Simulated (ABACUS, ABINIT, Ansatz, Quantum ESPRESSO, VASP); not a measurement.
## Na2S: 5 runs at one level of theory

```
S Na
1.0
     0.00000    3.27350    3.27350
     3.27350    0.00000    3.27350
     3.27350    3.27350    0.00000
S Na
1 2
Cartesian
  -0.0152 0.0065 -0.0056
  4.9285 4.9158 4.8763
  1.5859 1.6566 1.6556
```

Atoms were shifted at random by some hundredths of an Å from the given cell, which wasn't relaxed again for these runs.

Alike in all runs: task single point; functional PBE; k mesh 7 × 7 × 7; occupations fermi-dirac, width 0.05 eV; no spin polarisation; no spin-orbit coupling. Pressure is positive in compression and, in plane waves, holds the error of the finite cutoff, which Ansatz's Pulay term estimates and takes out.

```tsv
program and potentials	plane-wave cutoff (eV)	notes	pressure (GPa)	largest force (eV/Å)	energy over the undisturbed cell (meV/atom)
Ansatz, Ansatz PAW	420	8 valence electrons an atom on average	0.30	0.134	1.93
Quantum ESPRESSO, SSSP 1.3 efficiency PBE	748	8 valence electrons an atom on average	0.42	0.135	1.95
ABACUS, PseudoDojo NC SR 0.4.1 PBE standard, plane waves	1211	8 valence electrons an atom on average	0.33	0.135	1.86
ABINIT, JTH PAW PBE v2.0	1088	8 valence electrons an atom on average	0.51	0.135	1.77
VASP, PBE PAW files Na_pv, S, 520 eV	520	6.67 valence electrons an atom on average	0.33	0.135	-
```

Force on atom 3 (Na), eV/Å:

| program and potentials | x | y | z |
| --- | --- | --- | --- |
| Ansatz, Ansatz PAW | 0.104 | -0.034 | -0.077 |
| Quantum ESPRESSO, SSSP 1.3 efficiency PBE | 0.105 | -0.035 | -0.077 |
| ABACUS, PseudoDojo NC SR 0.4.1 PBE standard, plane waves | 0.104 | -0.038 | -0.079 |
| ABINIT, JTH PAW PBE v2.0 | 0.104 | -0.035 | -0.078 |
| VASP, PBE PAW files Na_pv, S, 520 eV | 0.105 | -0.034 | -0.077 |

The pressure spans 0.30 (Ansatz, Ansatz PAW) to 0.51 GPa (ABINIT, JTH PAW PBE v2.0).

The functional is the same throughout but for its coding, so the spread measures potentials, basis and numerics; runs on potential files found faulty are left out.
